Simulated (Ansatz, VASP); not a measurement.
# SiC: VASP beside Ansatz

INCAR

```
SYSTEM = SiC
PREC     = Accurate       ! precision mode
ENCUT    = 520            ! plane-wave cutoff, eV
EDIFF    = 1E-6           ! SCF threshold, eV
ISMEAR   = 0              ! smearing method
SIGMA    = 0.05           ! smearing width, eV
LREAL    = .FALSE.        ! projectors in reciprocal space
LASPH    = .TRUE.         ! aspherical terms in the spheres
NELM     = 80             ! most SCF steps
ALGO     = Normal         ! electronic algorithm
ISIF     = 2              ! what is computed and relaxed
LWAVE    = .FALSE.        ! write WAVECAR
LCHARG   = .FALSE.        ! write CHGCAR
GGA      = PE             ! functional
NBANDS   = 11             ! bands
```

Contents of KPOINTS:

```
Automatic mesh
0
G
  12 12 12
  0 0 0
```

File POSCAR:

```
SiC
1.0
    0.0000000000      2.1413900000      2.2392200000
    2.1413900000      0.0000000000      2.2392200000
    2.1413900000      2.1413900000      0.0000000000
Si C
1 1
Direct
    0.0000000000      0.0000000000      0.0000000000
    0.7500000000      0.7500000000      0.7500000000
```

Input for Ansatz:

```yaml
crystal:
  lattice:
    - [0.0, 2.14139, 2.23922]
    - [2.14139, 0.0, 2.23922]
    - [2.14139, 2.14139, 0.0]
  atoms:
    - { symbol: Si, position: [0.0, 0.0, 0.0] }
    - { symbol: C, position: [0.75, 0.75, 0.75] }
basis:
  ecutwfc: 420
kpoints:
  mp_grid: { grid: [12, 12, 12] }
hamiltonian:
  xc: pbe
scf:
  occupations: { method: gaussian, width: 0.05 }
output:
  forces: true
  stress: true
  eigenvalues: true
```

Change from the starting cell: strain -0.015 along x and y, +0.030 along z, atoms carried along.

Alike in both runs: task single point; functional PBE; k mesh 12 × 12 × 12; occupations gaussian, width 0.05 eV; no spin polarisation.

```csv
,VASP,Ansatz
version,VASP 6.6.1,Ansatz 0.2.0
potentials or method,"VASP PAW PBE potentials, release 64 (Si, C)","scalar-relativistic, plane waves, PAW"
plane-wave cutoff (eV),520,420
valence electrons in the cell,8,8
```

VASP gave:

| Property | Result |
| --- | --- |
| gap on the k mesh at the Fermi level (eV) | 1.11 |
| least direct gap on the mesh (eV) | 4.51 |
| pressure (GPa) | 4.8 |
| largest component of the traceless stress (GPa) | 8.42 |

Question: What did Ansatz give for the same quantities?

Answer: gap on the k mesh at the Fermi level (eV): 1.12; least direct gap on the mesh (eV): 4.51; pressure (GPa): 4.9; largest component of the traceless stress (GPa): 8.40.

A k mesh can miss the band edges.
